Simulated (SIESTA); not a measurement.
# CuO (Tenorite) (C2/c) in SIESTA: further runs, part 2 of 2

SIESTA 5.4.2. The steps go on from the part before.

## Step 5: Single point, PBE, 9.93 Å³/atom

CuO.fdf reads:

```
SystemName                      Tenorite
SystemLabel                     CuO
NumberOfSpecies                 2
NumberOfAtoms                   4
%block ChemicalSpeciesLabel
  1  29 Cu
  2   8 O
%endblock ChemicalSpeciesLabel

LatticeConstant                 1.0 Ang
%block LatticeVectors
     2.3261324123    -1.6998144190     0.0000000000
     2.3261324123     1.6998144190     0.0000000000
    -0.8443223728     0.0000000000     5.0239229397
%endblock LatticeVectors
AtomicCoordinatesFormat         Fractional
%block AtomicCoordinatesAndAtomicSpecies
     0.5000000000     0.0000000000     0.5000000000  1  Cu
     0.0000000000     0.5000000000     0.0000000000  1  Cu
     0.4184000000     0.5816000000     0.7500000000  2  O
     0.5816000000     0.4184000000     0.2500000000  2  O
%endblock AtomicCoordinatesAndAtomicSpecies

%block kgrid.MonkhorstPack
   10   0   0  0.0
    0  10   0  0.0
    0   0   5  0.0
%endblock kgrid.MonkhorstPack
XC.Functional                   GGA
XC.Authors                      PBE
PAO.BasisSize                   TZDP
PAO.EnergyShift                 0.01 Ry
Mesh.Cutoff                     800 Ry
OccupationFunction              FD
ElectronicTemperature           0.05 eV
MaxSCFIterations                120
SCF.MustConverge                false
SCF.Mixer.Method                Pulay
SCF.Mixer.Weight                0.25
SCF.Mixer.History               8
SCF.DM.Tolerance                5.0e-05
SCF.H.Tolerance                 1.0e-03 eV
WriteForces                     true
Charge.Mulliken                 end
%block PAO.PolarizationScheme
  Cu non-perturbative
  O non-perturbative
%endblock PAO.PolarizationScheme
```

Command:

```console
$ siesta CuO.fdf > CuO.out 2>&1
```

It took 47 s on 1 thread of AMD EPYC 9R45 (Zen 5), shared host; peak memory 0.33 GiB.

Results (log left out):

- Free energy: -11214.5283 eV
- Pressure: 9.0 GPa
- Largest force: 0.055 eV/Å
- Band gap on the k mesh: none (metal or under the smearing width)

Caveat: semicore shells carry a single zeta, which can move pressures by several GPa and volumes by a few percent; the basis of atomic orbitals isn't converged, which shifts pressures, moduli and gaps; the run has no spin polarisation, though such a crystal can be magnetic; semilocal functionals often make such compounds metallic where correlation or magnetic order opens a gap, which also shifts bond lengths.

## Step 6: Single point, PBE, 10.13 Å³/atom

Changes to CuO.fdf since step 5:

```diff
@@ -11,5 +11,5 @@
 %block LatticeVectors
-     2.3261324123    -1.6998144190     0.0000000000
-     2.3261324123     1.6998144190     0.0000000000
-    -0.8443223728     0.0000000000     5.0239229397
+     2.3418500000    -1.7113000000     0.0000000000
+     2.3418500000     1.7113000000     0.0000000000
+    -0.8500274268     0.0000000000     5.0578693947
 %endblock LatticeVectors
```

Potentials or basis: PseudoDojo 0.4 standard (PBE files), TZDP (energy shift 0.01 Ry).

Command:

```console
$ siesta CuO.fdf > CuO.out 2>&1
```

Wall time 48 s (1 thread of AMD EPYC 9R45 (Zen 5), shared host); peak memory 0.33 GiB.

Results (log left out):

| Property | Result |
| --- | --- |
| Free energy | -11214.5628 eV |
| Pressure | 4.7 GPa |
| Largest force | 0.129 eV/Å |
| Band gap on the k mesh | none (metal or under the smearing width) |

Caveat: semicore shells carry a single zeta, which can move pressures by several GPa and volumes by a few percent; the basis of atomic orbitals isn't converged, which shifts pressures, moduli and gaps; the run has no spin polarisation, though such a crystal can be magnetic; semilocal functionals often make such compounds metallic where correlation or magnetic order opens a gap, which also shifts bond lengths.

## Step 7: Single point, PBE, 10.34 Å³/atom

Changes to CuO.fdf since step 6:

```diff
@@ -11,5 +11,5 @@
 %block LatticeVectors
-     2.3418500000    -1.7113000000     0.0000000000
-     2.3418500000     1.7113000000     0.0000000000
-    -0.8500274268     0.0000000000     5.0578693947
+     2.3573593924    -1.7226334429     0.0000000000
+     2.3573593924     1.7226334429     0.0000000000
+    -0.8556569116     0.0000000000     5.0913661947
 %endblock LatticeVectors
```

Command:

```console
$ siesta CuO.fdf > CuO.out 2>&1
```

Wall time 44 s (1 thread of AMD EPYC 9R45 (Zen 5), shared host); peak memory 0.32 GiB.

Results (log left out):

```
Free energy            : -11214.5772 eV
Pressure               : 1.0 GPa
Largest force          : 0.195 eV/Å
Band gap on the k mesh : none (metal or under the smearing width)
```

Caveat: semicore shells carry a single zeta, which can move pressures by several GPa and volumes by a few percent; the basis of atomic orbitals isn't converged, which shifts pressures, moduli and gaps; the run has no spin polarisation, though such a crystal can be magnetic; semilocal functionals often make such compounds metallic where correlation or magnetic order opens a gap, which also shifts bond lengths.

## Step 8: Single point, PBE, 10.54 Å³/atom

Changes to CuO.fdf since step 7:

```diff
@@ -11,5 +11,5 @@
 %block LatticeVectors
-     2.3573593924    -1.7226334429     0.0000000000
-     2.3573593924     1.7226334429     0.0000000000
-    -0.8556569116     0.0000000000     5.0913661947
+     2.3726673498    -1.7338196878     0.0000000000
+     2.3726673498     1.7338196878     0.0000000000
+    -0.8612132810     0.0000000000     5.1244279405
 %endblock LatticeVectors
```

Command:

```console
$ siesta < CuO.fdf > CuO.out 2>&1
```

Run time: 44 s. Hardware: 1 thread of AMD EPYC 9R45 (Zen 5), shared host; peak memory 0.32 GiB.

It converged, with:

```yaml
Free_energy: -11214.5738 eV
Pressure: -2.3 GPa
Largest_force: 0.260 eV/Å
Band_gap_on_the_k_mesh: none (metal or under the smearing width)
```

Caveat: semicore shells carry a single zeta, which can move pressures by several GPa and volumes by a few percent; the basis of atomic orbitals isn't converged, which shifts pressures, moduli and gaps; the run has no spin polarisation, though such a crystal can be magnetic; semilocal functionals often make such compounds metallic where correlation or magnetic order opens a gap, which also shifts bond lengths.

## Step 9: Single point, PBE, 10.74 Å³/atom

Changes to CuO.fdf since step 8:

```diff
@@ -11,5 +11,5 @@
 %block LatticeVectors
-     2.3726673498    -1.7338196878     0.0000000000
-     2.3726673498     1.7338196878     0.0000000000
-    -0.8612132810     0.0000000000     5.1244279405
+     2.3877802882    -1.7448634230     0.0000000000
+     2.3877802882     1.7448634230     0.0000000000
+    -0.8666988638     0.0000000000     5.1570684890
 %endblock LatticeVectors
```

Potentials or basis: PseudoDojo 0.4 standard (PBE files), TZDP (energy shift 0.01 Ry).

Command:

```console
$ siesta < CuO.fdf > CuO.out 2>&1
```

Wall time 43 s (1 thread of AMD EPYC 9R45 (Zen 5), shared host); peak memory 0.32 GiB.

It converged, with:

| Quantity | Value |
| --- | --- |
| Free energy | -11214.5542 eV |
| Pressure | -5.4 GPa |
| Largest force | 0.319 eV/Å |
| Band gap on the k mesh | none (metal or under the smearing width) |

Caveat: semicore shells carry a single zeta, which can move pressures by several GPa and volumes by a few percent; the basis of atomic orbitals isn't converged, which shifts pressures, moduli and gaps; the run has no spin polarisation, though such a crystal can be magnetic; semilocal functionals often make such compounds metallic where correlation or magnetic order opens a gap, which also shifts bond lengths.

## Step 10: Equation of state, PBE

Potentials or basis: PseudoDojo 0.4 standard (PBE files), TZDP (energy shift 0.01 Ry).

This step only gathers the single runs of the series.

Results:

- Equilibrium volume: 10.40 Å³/atom
- Bulk modulus at fixed shape and positions: 176 GPa
- Pressure derivative of the bulk modulus: 4.7

Energy against volume, from the lowest point:
```tsv
volume (Å³/atom)	energy (meV/atom)
9.527	47.01
9.730	26.52
9.932	12.22
10.135	3.60
10.338	0.00
10.540	0.85
10.743	5.76
```

Caveat: semicore shells carry a single zeta, which can move pressures by several GPa and volumes by a few percent; the cell was scaled at fixed shape and fractional positions, which overstates the stiffness of a crystal with free parameters, most of all of layers and chains; the basis of atomic orbitals isn't converged, which shifts pressures, moduli and gaps; the run has no spin polarisation, though such a crystal can be magnetic.
